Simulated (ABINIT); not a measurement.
CuO (Tenorite):

```
Cu O
1.0
     2.34465   -1.71340    0.00000
     2.34465    1.71340    0.00000
    -0.86055    0.00000    5.05944
Cu O
2 2
Direct
  0.49680 0.00320 0.50000
  0.00320 0.49680 0.00000
  0.40560 0.57140 0.75370
  0.57140 0.40560 0.25370
```

| Property | Result |
| --- | --- |
| Program | ABINIT 10.8.3 (patched build) |
| Task | single point |
| Functional | PBE |
| Potentials or basis | JTH PAW PBE v2.0 |
| Cutoff | 707 eV |
| k mesh | 10 × 10 × 5 |
| Occupations | fermi-dirac, width 0.05 eV |
| Spin | no spin polarisation |

On this cell: pressure 5.5 GPa; largest force 0.773 eV/Å; band gap on the k mesh none (metal or under the smearing width).

The same run follows on a disturbed copy (atoms moved at random, drawn with an rms of 0.05 Å):

```
CELL_PARAMETERS angstrom
2.34465 -1.71340 0.00000
2.34465 1.71340 0.00000
-0.86055 0.00000 5.05944
ATOMIC_POSITIONS crystal
Cu 0.50570 0.99000 0.49524
Cu 0.01154 0.50101 0.99728
O 0.40012 0.57752 0.76099
O 0.57635 0.41408 0.25814
```

Q: What changes?

A: The energy (extrapolated to zero smearing) moves by +19.8 meV/atom; pressure 6.4 GPa; largest force 1.604 eV/Å; band gap on the k mesh none (metal or under the smearing width).

Forces on the atoms (eV/Å):
```
Cu  -0.215  0.232  0.891
Cu  -1.142  0.531  0.827
O    0.926 -0.752 -1.071
O    0.430 -0.011 -0.646
```

Stress tensor (GPa, compression positive):
```
 6.86 -0.02 -2.84
-0.02  6.56  0.77
-2.84  0.77  5.67
```

Caveats: the run has no spin polarisation, though such a crystal can be magnetic; semilocal functionals often make such compounds metallic where correlation or magnetic order opens a gap, which also shifts bond lengths.
